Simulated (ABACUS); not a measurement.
# MnO in ABACUS: the effect of exact exchange share

MnO:

```
Mn O
1.0
     0.00000    2.22391    2.22391
     2.22391    0.00000    2.22391
     2.22391    2.22391    0.00000
Mn O
1 1
Cartesian
  0.0000 0.0000 0.0000
  2.2239 2.2239 2.2239
```

The cell is a database's computed one.

Alike in all runs:

* Program: ABACUS 3.10.1
* Task: single point
* Potentials or basis: SG15 ONCV 1.2 PBE
* Cutoff: 1361 eV
* Density cutoff: 5442 eV
* Basis: DZP LCAO (the cutoffs set its grid)
* k mesh: 4 × 4 × 4
* Occupations: fermi-dirac, width 0.05 eV
* Spin: collinear spin, ferromagnetic start
* Starting moments: [4.0, 0.0] μB

```csv
exact exchange share,functional,gap on the mesh (eV)
0.1,PBE0-type (share 0.1),0.63
0.25,PBE0-type (share 0.25),?
0.4,PBE0-type (share 0.4),3.89
```

Task: What does the run with exact exchange share 0.25 give?

Result: gap on the mesh 2.26 eV.

Caveats: all runs use coarse meshes; the atomic orbitals were generated for these runs and aren't a published set; gaps of hybrids in this basis differ from plane-wave ones by up to 0.1 eV; the basis of atomic orbitals isn't converged, which shifts pressures, moduli and gaps; a cell with one magnetic atom can't hold antiferromagnetic order, which such compounds often take.

A k mesh can miss the band edges.
